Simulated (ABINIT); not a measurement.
# AlAs (F-43m): G0W0 with ABINIT, start to end

How does a plane-wave GW calculation on AlAs (F-43m) run from the first input to the gap?

Method: PBE and many-body steps on it, plane waves, in ABINIT 10.8.3.

**What was measured.**

- Gap 3.018 eV: lowest direct gap at Gamma; earlier measurement quoted from literature, technique not stated; 300 K; bulk crystal (pure AlAs, literature value used as model input) (quoted in “Simultaneous Measurement of Mid-Infrared Refractive Indices in Thin-Film Heterostructures: Methodology and Results for GaAs/AlGaAs”, 2023, arxiv:2301.08293).

Report form: the programs' logs are mostly left out.

**1. The structure**

The structure is cubic, space group F-43m (No. 216). Conventional cell: a = 5.661 Å, b = 5.661 Å, c = 5.661 Å, α = 90.00°, β = 90.00°, γ = 90.00°. Nearest to Al lie 4 As at 2.45 Å. As has 4 Al at 2.45 Å nearest. Farther neighbours are not listed.

The cell and positions come from the Crystallography Open Database and are kept as given unless a step says otherwise.

**2. Ground state**

This step: ABINIT 10.8.3; DFT, PBE, plane waves, norm-conserving pseudopotentials.

The ground-state density comes first.

Input file run.abi:

```
acell 3*1.0 Angstrom
rprim 
  0.000000000000 2.830400000000 2.830400000000
  2.830400000000 0.000000000000 2.830400000000
  2.830400000000 2.830400000000 -0.000000000000
ntypat 2
znucl 13 33
natom 2
typat 1 2
xred 
  0.000000000000 0.000000000000 0.000000000000
  0.250000000000 0.250000000000 0.250000000000
pp_dirpath "pseudos"
pseudos "Al.upf, As.upf"
ecut 44
ngkpt 6 6 6
nshiftk 1
shiftk 0 0 0
kptopt 1
chksymbreak 0
nband 18
occopt 1
tolvrs 1e-10
nstep 60
prtwf 0
optforces 0
optstress 0
indata_prefix "in"
outdata_prefix "out"
tmpdata_prefix "tmp"
```

Launch:

```bash
$ OMP_NUM_THREADS=1 mpirun -n 8 abinit run.abi > log
```

It took 8.9 s on 8 MPI ranks of Arm Neoverse V1, shared host; peak memory 0.65 GiB.

This step gave:

```yaml
total_energy: -8370.2986 eV
gap: 1.436 eV
k_of_the_valence_top: 0, 0, 0
k_of_the_conduction_bottom: 0.5, 0.5, 0
least_direct_gap: 2.044 eV
```

The gap is indirect, with the least direct gap 0.61 eV higher.

**3. Bands along the symmetry lines**

The cheap functional maps the bands first; the places of the edges decide which points the dearer methods must see.

Input file run.abi:

```
acell 3*1.0 Angstrom
rprim 
  0.000000000000 2.830400000000 2.830400000000
  2.830400000000 0.000000000000 2.830400000000
  2.830400000000 2.830400000000 -0.000000000000
ntypat 2
znucl 13 33
natom 2
typat 1 2
xred 
  0.000000000000 0.000000000000 0.000000000000
  0.250000000000 0.250000000000 0.250000000000
pp_dirpath "pseudos"
pseudos "Al.upf, As.upf"
ecut 44
iscf -2
irdden 1
kptopt 0
nkpt 50
kpt 
  0.00000000 0.00000000 0.00000000
  -0.06250000 -0.06250000 0.00000000
  -0.12500000 -0.12500000 0.00000000
  -0.18750000 -0.18750000 0.00000000
  -0.25000000 -0.25000000 0.00000000
  -0.31250000 -0.31250000 0.00000000
  -0.37500000 -0.37500000 0.00000000
  -0.43750000 -0.43750000 0.00000000
  -0.50000000 -0.50000000 0.00000000
  -0.48437500 -0.48437500 0.03125000
  -0.46875000 -0.46875000 0.06250000
  -0.45312500 -0.45312500 0.09375000
  -0.43750000 -0.43750000 0.12500000
  -0.42187500 -0.42187500 0.15625000
  -0.40625000 -0.40625000 0.18750000
  -0.39062500 -0.39062500 0.21875000
  -0.37500000 -0.37500000 0.25000000
  -0.37500000 0.00000000 0.37500000
  -0.32812500 0.00000000 0.32812500
  -0.28125000 0.00000000 0.28125000
  -0.23437500 0.00000000 0.23437500
  -0.18750000 0.00000000 0.18750000
  -0.14062500 0.00000000 0.14062500
  -0.09375000 0.00000000 0.09375000
  -0.04687500 0.00000000 0.04687500
  0.00000000 0.00000000 0.00000000
  0.00000000 0.00000000 0.06250000
  0.00000000 0.00000000 0.12500000
  0.00000000 0.00000000 0.18750000
  0.00000000 0.00000000 0.25000000
  0.00000000 0.00000000 0.31250000
  0.00000000 0.00000000 0.37500000
  0.00000000 0.00000000 0.43750000
  -0.00000000 -0.00000000 0.50000000
  -0.06250000 -0.03125000 0.46875000
  -0.12500000 -0.06250000 0.43750000
  -0.18750000 -0.09375000 0.40625000
  -0.25000000 -0.12500000 0.37500000
  -0.31250000 -0.15625000 0.34375000
  -0.37500000 -0.18750000 0.31250000
  -0.43750000 -0.21875000 0.28125000
  -0.50000000 -0.25000000 0.25000000
  -0.50000000 -0.28125000 0.21875000
  -0.50000000 -0.31250000 0.18750000
  -0.50000000 -0.34375000 0.15625000
  -0.50000000 -0.37500000 0.12500000
  -0.50000000 -0.40625000 0.09375000
  -0.50000000 -0.43750000 0.06250000
  -0.50000000 -0.46875000 0.03125000
  -0.50000000 -0.50000000 0.00000000
istwfk *1
nband 23
nbdbuf 5
tolwfr 1e-07
nstep 50
prtwf 0
prtvol 0
indata_prefix "in"
outdata_prefix "out"
tmpdata_prefix "tmp"
```

Wall time 12 s (8 MPI ranks); peak memory 0.58 GiB; 97 s of CPU time.

This step gave:

```yaml
gap: 1.436 eV
k_of_the_valence_top: 0, 0, 0
k_of_the_conduction_bottom: -0.5, -0.5, 0
least_direct_gap: 2.044 eV
```

The gap is 1.436 eV, as in the run before at this level.

Electronic bands along the path, in eV, zero at the top of the highest filled band:

| point | band 10 | band 11 | band 12 | band 13 | band 14 | band 15 | band 16 | band 17 |
| --- | --- | --- | --- | --- | --- | --- | --- | --- |
| Γ | -11.87 | 0.00 | 0.00 | 0.00 | 2.04 | 4.29 | 4.29 | 4.29 |
| halfway | -11.10 | -3.21 | -1.34 | -1.34 | 2.59 | 3.78 | 6.84 | 6.84 |
| X | -9.91 | -5.43 | -2.17 | -2.17 | 1.44 | 2.30 | 10.32 | 10.32 |
| halfway | -9.90 | -5.35 | -2.71 | -2.08 | 1.80 | 3.03 | 9.53 | 9.58 |
| U | -9.94 | -5.17 | -3.41 | -1.80 | 2.24 | 4.98 | 8.18 | 8.33 |
| jump to K | -9.94 | -5.17 | -3.41 | -1.80 | 2.24 | 4.98 | 8.18 | 8.33 |
| halfway | -11.03 | -3.68 | -2.00 | -0.46 | 3.71 | 4.97 | 5.18 | 5.93 |
| Γ | -11.87 | 0.00 | 0.00 | 0.00 | 2.04 | 4.29 | 4.29 | 4.29 |
| halfway | -11.30 | -3.39 | -0.48 | -0.48 | 2.61 | 4.92 | 4.92 | 6.45 |
| L | -10.46 | -5.57 | -0.83 | -0.83 | 2.14 | 4.69 | 4.69 | 7.76 |
| halfway | -10.20 | -5.26 | -2.69 | -1.54 | 3.67 | 4.25 | 6.69 | 7.66 |
| W | -9.88 | -5.08 | -3.18 | -2.82 | 4.33 | 5.65 | 5.71 | 6.07 |
| halfway | -9.89 | -5.28 | -2.69 | -2.54 | 2.50 | 3.41 | 8.13 | 8.86 |
| X | -9.91 | -5.43 | -2.17 | -2.17 | 1.44 | 2.30 | 10.32 | 10.32 |

**4. Empty states on the mesh, 4×4×4 mesh, 357 bands**

The sums over transitions need many empty states on a uniform mesh; this step solves for them.

Input file run.abi:

```
acell 3*1.0 Angstrom
rprim 
  0.000000000000 2.830400000000 2.830400000000
  2.830400000000 0.000000000000 2.830400000000
  2.830400000000 2.830400000000 -0.000000000000
ntypat 2
znucl 13 33
natom 2
typat 1 2
xred 
  0.000000000000 0.000000000000 0.000000000000
  0.250000000000 0.250000000000 0.250000000000
pp_dirpath "pseudos"
pseudos "Al.upf, As.upf"
ecut 44
ngkpt 4 4 4
nshiftk 1
shiftk 0 0 0
kptopt 1
chksymbreak 0
irdden 1
istwfk *1
nband 357
prtvol 0
optdriver 6
gwr_task "HDIAGO"
paral_kgb 0
occopt 1
indata_prefix "in"
outdata_prefix "out"
tmpdata_prefix "tmp"
```

The job ended after 65 s (8 MPI ranks; peak memory 8.3 GiB).

This step gave:

| Item | Value |
| --- | --- |
| gap | 1.436 eV |
| k of the valence top | 0, 0, 0 |
| k of the conduction bottom | 0.5, 0.5, 0 |
| least direct gap | 2.044 eV |
| k points computed | 8 |
| lowest point of the top converged band, above the valence top | 207.7780 eV |

On this mesh the gap is 1.436 eV.

**5. Screening, 4×4×4 mesh, 349 bands, screening to 359.2 eV**

The RPA dielectric matrix is built and inverted for each q.

This step: RPA screening on PBE, plane waves, norm-conserving pseudopotentials.

Changes to run.abi since step 4:

```diff
@@ -20,10 +20,11 @@
 chksymbreak 0
-irdden 1
 istwfk *1
-nband 357
-prtvol 0
-optdriver 6
-gwr_task "HDIAGO"
-paral_kgb 0
 occopt 1
+irdwfk 1
+optdriver 3
+nband 349
+ecuteps 13.2
+inclvkb 2
+awtr 1
+symchi 1
 indata_prefix "in"
```

Run time: 4.3 min. Hardware: 8 MPI ranks; peak memory 3.8 GiB.

Numbers from this step:

```
ε∞ with local fields, on this mesh, along the program's q direction : 14.23
the same without local fields                                       : 15.96
plasma frequency                                                    : 28.12 eV
plane waves in the screening matrix                                 : 725
```

Local fields lower ε∞ by 11 %. On a Γ-centred mesh this coarse the value itself is usually too large, while a short band sum pulls it down.

**6. Self-energy, 4×4×4 mesh, 349 bands, screening to 359.2 eV**

The self-energy is evaluated for the states that the input lists, and the levels follow from it, in one-shot runs by the linearised quasiparticle equation.

This step: G0W0 on PBE, plane waves, norm-conserving pseudopotentials.

Changes to run.abi since step 5:

```diff
@@ -23,8 +23,19 @@
 irdwfk 1
-optdriver 3
+optdriver 4
 nband 349
+gwcalctyp 0
+ecutsigx 44
+symsigma 1
+nkptgw 3
+kptgw 
+  0.0000000000 0.0000000000 0.0000000000
+  0.5000000000 0.5000000000 0.0000000000
+  0.5000000000 0.0000000000 0.0000000000
+bdgw 
+  11 17
+  12 15
+  12 16
 ecuteps 13.2
-inclvkb 2
-awtr 1
-symchi 1
+irdscr 1
+ppmodel 1
 indata_prefix "in"
```

The job ended after 3.1 min (8 MPI ranks; peak memory 5.1 GiB; 25 min of CPU time).

Numbers from this step:

```
G0W0 gap on the points computed              : 2.040 eV
starting gap on the mesh                     : 1.436 eV
k of the valence top                         : 0, 0, 0
k of the conduction bottom                   : 0.5, 0.5, 0
Z at the valence top                         : 0.786
Z at the conduction bottom                   : 0.803
least direct G0W0 gap on the computed points : 2.81 eV
```

The gap on the mesh goes from 1.44 eV to 2.04 eV, a correction of +0.60 eV.

Limits: finite bands, cutoff and mesh; no spin-orbit coupling; coarse k mesh. v1 is the top filled band, c1 the lowest empty one. The levels before and after the correction (eV, zero at the valence-band top of each column):

|  | conduction bottom | valence top |
| --- | --- | --- |
| Kohn-Sham | 1.44 | 0.00 |
| G0W0 | 2.04 | 0.00 |

|  | level | energy (eV) |
| --- | --- | --- |
| Kohn-Sham | Γ v3-v1 | 0.000 |
| Kohn-Sham | Γ c1 | 2.044 |
| Kohn-Sham | Γ c2-c4 | 4.293 |
| Kohn-Sham | (0.5 0.5 0) v2-v1 | -2.173 |
| Kohn-Sham | (0.5 0.5 0) c1 | 1.436 |
| Kohn-Sham | (0.5 0.5 0) c2 | 2.301 |
| G0W0 | Γ v3-v1 | 0.000 |
| G0W0 | Γ c1 | 2.810 |
| G0W0 | Γ c2-c4 | 5.043 |
| G0W0 | (0.5 0.5 0) v2-v1 | -2.334 |
| G0W0 | (0.5 0.5 0) c1 | 2.040 |
| G0W0 | (0.5 0.5 0) c2 | 3.021 |

**7. Where the time went**

Times are wall times on 8 MPI ranks of Arm Neoverse V1, shared host, good to a factor of about two.

| step | time | share | memory (GiB) |
| --- | --- | --- | --- |
| ground state | 8.9 s | 2 % | 0.65 |
| bands along the symmetry lines | 12 s | 2 % | 0.58 |
| empty states on the mesh | 65 s | 12 % | 8.3 |
| screening | 4.3 min | 49 % | 3.8 |
| self-energy | 3.1 min | 35 % | 5.1 |

**8. Summary of results**

```json
{"PBE gap": "1.44 eV, indirect", "G0W0 gap on the mesh": "2.04 eV", "GW settings": "4×4×4 mesh, 349 bands, screening to 359.2 eV, Godby-Needs plasmon pole", "known limits": "not at the basis limit; no spin-orbit coupling; coarse k mesh"}
```

What this shows: G0W0 moves the gap on the mesh from 1.44 eV to 2.04 eV (+0.60 eV), with Z of 0.79 and 0.80 at the edges. Local fields lower the RPA ε∞ on this mesh from 15.96 to 14.23; a Γ-centred mesh this coarse tends to raise both, most where the direct gap is narrow, while a short band sum lowers them. Only 3 of the mesh's irreducible points were corrected, so a valley elsewhere could overtake. Against experiment, by G0W0@PBE: the direct gap of 2.81 eV lies −0.21 eV from the measured 3.018 eV (direct, 300 K, quoted 2023). An exciton line or allowed optical edge lies below the quasiparticle gap by the binding energy; a forbidden edge can push the onset above it. The calculation has static nuclei and no excitons; a measured gap holds zero-point and thermal motion, which mostly lowers it. Bands and cutoff are finite, so the gap is not at the basis limit. The miss can reach some tenths of an eV and take either sign; the mesh is an error of its own. In the G0W0 run levels were corrected at 3 k points alone, so a gap called «on the mesh» is the least over those, and an edge elsewhere would be missed. The 4×4×4 mesh is coarse for this cell, which bears on the long-range parts of exchange and screening. The many-body steps are scalar-relativistic: spin-orbit coupling is not in them.

[Paths, hosts, dates, memory and timing lines, banners, echoed tables and standing remarks are left out of the program output.]

[Logs are printed without paths, hosts, clocks, repeated set-up lines and the standing remarks that a program may print on its own settings, such as how far it seeks lower states.]

[Runs of the session that timed out or met a known fault of the program may be left out.]

[Hosts, paths, dates, database ids (printed as entryN), source tags and the programs' standing remarks are cut or masked in the printed files.]

[G0W0 gaps are taken among the corrected bands and points alone; a level outside them can change the order at an edge.]

[Where Ansatz stands beside ABINIT at settings called matched, ABINIT's density can come from a denser mesh and the files from another edition; pairs whose starting gaps differed by over 0.03 eV were left out, so agreement reads better than it is.]
